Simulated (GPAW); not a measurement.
Two runs for the K K edge of atom 1 in KF (Carobbiite, Fm-3m). Run A: GPAW, PBE, full core hole (charged cell), 12-atom cell with 6.5 Å between holes, 3×3×3 k points, dipole transitions, Gaussian full width 0.9 eV up to 4 eV, rising linearly to 3.5 eV at 25 eV. Run B differs in one choice.

Energy from the lowest empty level; intensity scaled to a mean of 1 over the first 20 eV:

```tsv
E (eV)	A	B
-2.00	0.00	0.00
-1.25	0.00	0.00
-0.50	0.00	0.00
0.25	0.02	0.02
1.00	0.07	0.06
1.75	0.10	0.13
2.50	1.18	1.28
3.25	2.38	2.29
4.00	1.66	1.72
4.75	0.55	0.51
5.50	0.41	0.40
6.25	0.47	0.49
7.00	0.50	0.59
7.75	0.69	0.84
8.50	1.01	1.29
9.25	1.53	1.96
10.00	2.12	2.45
10.75	2.47	2.61
11.50	2.54	2.18
12.25	1.97	1.33
13.00	1.16	0.81
13.75	0.76	0.69
14.50	0.70	0.68
15.25	0.71	0.64
16.00	0.66	0.58
16.75	0.61	0.55
17.50	0.58	0.55
18.25	0.57	0.60
19.00	0.59	0.68
19.75	0.65	0.79
20.50	0.73	0.89
21.25	0.82	0.98
22.00	0.91	1.05
22.75	0.98	1.10
23.50	1.04	1.10
24.25	1.08	1.05
25.00	1.06	0.97
25.75	1.01	0.90
26.50	0.94	0.86
27.25	0.89	0.82
28.00	0.85	0.78
28.75	0.81	0.72
29.50	0.76	0.67
30.25	0.69	0.64
```

Q: What was changed?
a) the volume of the cell
b) the broadening
c) the size of the supercell
d) the k mesh of the field

(a): run B changes the volume scale from 1 to 1.09. The scaled spectrum changes by 16 % r.m.s. The highest intensity below 24 eV goes from 11.3 eV (2.58) to 10.7 eV (2.62). Other settings could leave a like mark; this is the one that was changed.

[Banner, clock and machine lines of the logs are left out without a mark of their own.]

[Logs are printed without paths, hosts, clocks, repeated set-up lines and the standing remarks that a program may print on its own settings, such as how far it seeks lower states.]

[Hosts, paths, dates, database ids (printed as entryN), source tags and the programs' standing remarks are cut or masked in the printed files.]

[Lists of maxima count a maximum above −3 eV only where it reaches 4 % of the highest in the window and stands out from its surroundings by 2 % of it (1.5 % where it reaches 55 %); shoulders and weaker maxima are passed over, and of the rest the first, up to two pre-edge ones and the few strongest are named.]
